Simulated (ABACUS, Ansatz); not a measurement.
ZnSe: equilibrium volume by level of theory

**What was measured.** The equilibrium volume of ZnSe (Stilleite) (F-43m) is reported as 22.75 Å³/atom (pmc:9320402, doi:10.3390/ma15145002). The runs below try to reproduce it.

```
Se Zn
1.0
     0.00000    2.83380    2.83380
     2.83380    0.00000    2.83380
     2.83380    2.83380    0.00000
Se Zn
1 1
Cartesian
  4.2507 4.2507 4.2507
  0.0000 0.0000 0.0000
```

| rung | level | program and potentials | cutoff (eV) | k mesh | smearing | task | core time | chip | equilibrium volume (Å³/atom) | miss | notes |
| --- | --- | --- | --- | --- | --- | --- | --- | --- | --- | --- | --- |
| GGA + dispersion | revPBE+D3(BJ) | Ansatz, Ansatz PAW | 420 | 8 × 8 × 8 | fermi-dirac 0.05 | relaxation of cell and atoms | 6.6 s | AMD EPYC 7B13 Zen 3 | 22.27 | -2.1 % | potentials made for PBE, which Ansatz adapts in part |
| GGA + dispersion | BLYP+D4 | Ansatz, Ansatz PAW | 420 | 8 × 8 × 8 | fermi-dirac 0.05 | relaxation of cell and atoms | 6.7 s | AMD EPYC 7B13 Zen 3 | 22.99 | +1.1 % | potentials made for PBE, which Ansatz adapts in part |
| GGA + dispersion | RPBE+D4 | Ansatz, Ansatz PAW | 420 | 8 × 8 × 8 | fermi-dirac 0.05 | relaxation of cell and atoms | 18 s | Intel Xeon | 22.47 | -1.2 % | potentials made for PBE, which Ansatz adapts in part |
| GGA + dispersion | revPBE+D4 | Ansatz, Ansatz PAW | 420 | 8 × 8 × 8 | fermi-dirac 0.05 | relaxation of cell and atoms | 22 s | Intel Xeon | 22.47 | -1.2 % | potentials made for PBE, which Ansatz adapts in part |
| GGA | revPBE | Ansatz, Ansatz PAW | 420 | 8 × 8 × 8 | fermi-dirac 0.05 | relaxation of cell and atoms | 23 s | Intel Xeon | 24.23 | +6.5 % | potentials made for PBE, which Ansatz adapts in part |
| GGA | BLYP | Ansatz, Ansatz PAW | 420 | 8 × 8 × 8 | fermi-dirac 0.05 | relaxation of cell and atoms | 23 s | Intel Xeon | 24.94 | +9.6 % | potentials made for PBE, which Ansatz adapts in part |
| LDA | LDA | Ansatz, Ansatz PAW | 420 | 8 × 8 × 8 | fermi-dirac 0.05 | relaxation of cell and atoms | 27 s | Intel Xeon | 21.57 | -5.2 % | potentials made for PBE, which Ansatz adapts in part |
| meta-GGA | m-r2SCAN | Ansatz, Ansatz PAW | 500 | 8 × 8 × 8 | fermi-dirac 0.05 | relaxation of cell and atoms | 35 s | Intel Xeon Skylake/Cascade Lake | 22.74 | -0.0 % | potentials made for PBE, which Ansatz adapts in part |
| GGA + dispersion | BLYP+D3(BJ) | Ansatz, Ansatz PAW | 420 | 8 × 8 × 8 | fermi-dirac 0.05 | equation of state | 38 s | Intel Xeon Skylake/Cascade Lake | 22.62 | -0.6 % | potentials made for PBE, which Ansatz adapts in part |
| meta-GGA + dispersion | r2SCAN+D4 | Ansatz, Ansatz PAW | 500 | 8 × 8 × 8 | fermi-dirac 0.05 | equation of state | 90 s | Intel Xeon Skylake/Cascade Lake | 22.47 | -1.2 % | potentials made for PBE, which Ansatz adapts in part |
| Hartree-Fock | HF | Ansatz, Ansatz PAW | 420 | 4 × 4 × 4 | fermi-dirac 0.05 | relaxation of cell and atoms | 3.9 min | Intel Xeon Skylake/Cascade Lake | 25.32 | +11.3 % | coarse mesh; potentials made for PBE, which Ansatz adapts in part |
| hybrid | PBE0 | Ansatz, Ansatz PAW | 420 | 4 × 4 × 4 | fermi-dirac 0.05 | equation of state | 5.8 min | Intel Xeon Skylake/Cascade Lake | 23.20 | +2.0 % | coarse mesh; potentials made for PBE, which Ansatz adapts in part |
| GGA | PBE | ABACUS, GBRV ultrasoft 1.5 PBE, plane waves | 544 | 6 × 6 × 6 | fermi-dirac 0.05 | equation of state | 6.9 min | Intel Xeon Platinum 8488C Sapphire Rapids | 23.61 | +3.8 % | - |

Times are single runs on shared hosts and different chips, so they are rough; meshes, cutoffs and the tasks' sizes weigh on the time. All rows: no spin polarisation. m-r2SCAN is the variant of Desmarais and co-workers (2025). Smearing widths are in eV. Meshes differ between rows, which moves values too. Meshes are those of the run's cell of 2 atoms unless a note names another. Relaxations start from the cell shown or near it and stop with a little pressure left. Misses use the values as printed. Runs on faulty files, with rough fits or with known faults for this quantity aren't shown. No row holds spin-orbit coupling.

By rung: LDA 21.57; GGA + dispersion 22.27 to 22.99; GGA 23.61 to 24.94; meta-GGA 22.74; meta-GGA + dispersion 22.47; hybrid on coarse meshes 23.20; Hartree-Fock on coarse meshes 25.32 (Å³/atom). Measured: 22.75 Å³/atom (pmc:9320402, doi:10.3390/ma15145002). Closest, coarse meshes and atomic bases left aside, is m-r2SCAN (-0.0 %), and PBE misses by +3.8 % on plain settings. The runs are for a static lattice, while measurements hold temperature and zero-point motion.
